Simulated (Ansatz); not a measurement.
Runs of Ansatz 0.2.0 on ZrSe2. Symmetry: P-3m1, No. 164, trigonal system. Conventional cell: a = 3.798 Å, b = 3.798 Å, c = 6.192 Å, α = 90.00°, β = 90.00°, γ = 120.00°. Around Zr (site symmetry -3m) lie 6 Se at 2.68 Å. Around Se (site symmetry 3m) lie 3 Zr at 2.68 Å. 

```tsv
potentials or basis	spin	k mesh	cutoff (eV)	basis error allowed	gap on the mesh (eV)	pressure (GPa)	largest force (eV/Å)
all-electron LAPW, non-relativistic	off	8 × 8 × 5	216	0.002 eV/atom	0.29	(a)	0.15
all-electron LAPW, inner shells corrected to Dirac's equation	off	8 × 8 × 5	216	0.002 eV/atom	0.36	-1.2	0.09
all-electron PAW datasets made for the crystal	off	8 × 8 × 5	320	-	0.36	-1.2	0.09
all-electron LAPW, scalar-relativistic	off	6 × 6 × 4	216	0.002 eV/atom	0.32	-1.1	0.07
all-electron LAPW, scalar-relativistic	off	8 × 8 × 5	216	0.002 eV/atom	0.36	-1.2	0.08
all-electron LAPW, relativistic spinors	SOC, no magnetisation	6 × 6 × 4	218	0.002 eV/atom	(b)	-1.1	0.08
```

Alike in all rows: task band structure; level PBEsol; cell as given; smearing fermi-dirac 0.05 eV.

**Question.** Fill in the values left out.

**Answer.** (a) -0.7; (b) 0.18.

Caveats: this functional lacks dispersion, which binds the layers, so the pressure and a relaxed spacing across them are unreliable; relativity is left out, which matters for the heavier elements (some runs).

A k mesh can miss the band edges, and rows without SOC leave out spin-orbit coupling on Se, Zr.

The runs don't all hold the same shells in valence.
